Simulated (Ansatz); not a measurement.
**BeTe (F-43m): how the settings move a single-point run**

Aim: see which settings change the result for BeTe (F-43m), by how much, and at what cost.

The COD entry's cell or inner coordinates are ideal or old and differ from later refinements, so a difference from it is no clean test against experiment.

Program: Ansatz 0.2.0. Level of theory: reference: DFT PBE, scalar-relativistic, plane waves, PAW. These are calculated values, not measurements.

**1. Starting point**

It takes space group F-43m (No. 216, cubic). The conventional cell has a = 5.665 Å, b = 5.665 Å, c = 5.665 Å, α = 90.00°, β = 90.00°, γ = 90.00°. Be (site symmetry -43m) has 4 Te at 2.45 Å in its first shell of neighbours. Te (site symmetry -43m) is surrounded by 4 Be at 2.45 Å.

As a file:

```
Be Te
1.0
     0.00000    2.83248    2.83248
     2.83248    0.00000    2.83248
     2.83248    2.83248    0.00000
Be Te
1 1
Cartesian
  0.0000 0.0000 0.0000
  4.2487 4.2487 4.2487
```

**2. Baseline**

File input.yaml:

```yaml
crystal:
  lattice:
    - [0.0, 2.8324841857, 2.8324841857]
    - [2.8324841857, 0.0, 2.8324841857]
    - [2.8324841857, 2.8324841857, 0.0]
  atoms:
    - { symbol: Be, position: [0.0, 0.0, 0.0] }
    - { symbol: Te, position: [0.75, 0.75, 0.75] }
basis:
  ecutwfc: 420
  ecutrho_ratio: 4
kpoints:
  mp_grid: { grid: [10, 10, 10] }
hamiltonian:
  xc: pbe
scf:
  occupations: { method: gaussian, width: 0.05 }
output:
  forces: true
  stress: true
  eigenvalues: true
```

The run is started by

```console
ansatz run input.yaml --threads 2 --pin off --max-ram 2662MiB --backend cpu --events-out ev --progress --plain --runs-dir out
```

**3. Changing settings: chi_scale 0.1, dr2_threshold 1.0e-09**

input.yaml, as its differences from that of step 2:

```diff
@@ -17,2 +17,4 @@
   occupations: { method: gaussian, width: 0.05 }
+  initial_density: { chi_scale: 0.1 }
+  convergence: { dr2_threshold: 1.0e-09 }
 output:
@@ -20,2 +22,5 @@
   stress: true
-  eigenvalues: true
+  write_density: true
+  write_potential: true
+  elf: true
+  volumetric_format: npy
```

**4. Variant: mp_grid.grid [8, 8, 8]**

input.yaml, as its differences from that of step 2:

```diff
@@ -12,3 +12,3 @@
 kpoints:
-  mp_grid: { grid: [10, 10, 10] }
+  mp_grid: { grid: [8, 8, 8] }
 hamiltonian:
@@ -20,2 +20 @@
   stress: true
-  eigenvalues: true
```

**5. Changed: dispersion d3bjatm, chi_scale 0.0**

input.yaml, as its differences from that of step 2:

```diff
@@ -15,4 +15,6 @@
   xc: pbe
+  dispersion: d3bjatm
 scf:
   occupations: { method: gaussian, width: 0.05 }
+  initial_density: { chi_scale: 0.0 }
 output:
@@ -20,2 +22 @@
   stress: true
-  eigenvalues: true
```

**6. Changed: occupations.method cold, occupations.width 0.025, eigensolver.kind davidson, scf.algorithm direct_min**

input.yaml, as its differences from that of step 2:

```diff
@@ -16,3 +16,5 @@
 scf:
-  occupations: { method: gaussian, width: 0.05 }
+  occupations: { method: cold, width: 0.025 }
+  eigensolver: { kind: davidson }
+  algorithm: direct_min
 output:
@@ -20,2 +22 @@
   stress: true
-  eigenvalues: true
```

**7. Changing settings: occupations.method fermi_dirac, occupations.width 0.025, accuracy medium**

input.yaml, as its differences from that of step 2:

```diff
@@ -16,3 +16,3 @@
 scf:
-  occupations: { method: gaussian, width: 0.05 }
+  occupations: { method: fermi_dirac, width: 0.025 }
 output:
@@ -20,2 +20,2 @@
   stress: true
-  eigenvalues: true
+accuracy: medium
```

**Question.** What will these runs give? Wanted: for each run, ending; energy change; pressure; gap; force.

As calculated:

```tsv
run	ending	energy change	pressure (GPa)	gap (eV)	force (eV/Å)	cycles	time
reference	converged	0	0.0	2.03	0.00	7	1.5 s
1: chi_scale 0.1, dr2_threshold 1.0e-09	converged	0.0 meV/atom	0.0	2.03	0.00	8	2.3 s
2: mp_grid.grid [8, 8, 8]	converged	+0.3 meV/atom	0.0	2.03	0.00	7	1 s
3: dispersion d3bjatm, chi_scale 0.0	converged	-314.6 meV/atom (offset of the dispersion model)	-2.3	2.03	0.00	7	1.6 s
4: occupations.method cold, occupations.width 0.025, eigensolver.kind davidson, scf.algorithm direct_min	converged	0.0 meV/atom (σ→0)	0.0	2.03	0.00	6	3 s
5: occupations.method fermi_dirac, occupations.width 0.025, accuracy medium	converged	0.0 meV/atom (σ→0)	0.0	2.03	0.00	7	1.5 s
```

Times don't compare one to one where runs were asked for different outputs or read a saved state (see the inputs); cycles may leave out searches for a lower state.

Residual by cycle in the longest SCF loop of each run; runs are numbered as in the table. The quantity is the density residual dr2, in eV.

```tsv
cycle	reference	run 1	run 2	run 3	run 4	run 5
1	2.0e-4	0.487	2.1e-4	0.43	3.0e-5	2.0e-4
2	1.3e-4	0.0532	1.3e-4	0.0537	1.5e-6	1.3e-4
3	2.3e-5	0.00287	2.1e-5	0.00243	2.1e-7	2.3e-5
4	1.3e-5	1.6e-4	1.5e-5	1.4e-4	4.5e-10	1.3e-5
5	5.2e-6	2.5e-6	5.7e-6	2.9e-6	1.0e-11	5.2e-6
6	8.0e-7	2.2e-8	9.2e-7	2.4e-8	1.6e-12	8.0e-7
7	7.3e-8	1.1e-10	8.5e-8	1.3e-10	-	7.3e-8
8	-	1.0e-12	-	-	-	-
```

What this shows: The gap of the reference lacks spin-orbit coupling, though the cell holds Te.

The gaps are Kohn-Sham values of a semilocal functional, not quasiparticle or optical gaps. Such gaps usually fall short of the measured ones; spin-orbit coupling, left out here, narrows gaps with Te, so the two errors partly cancel.
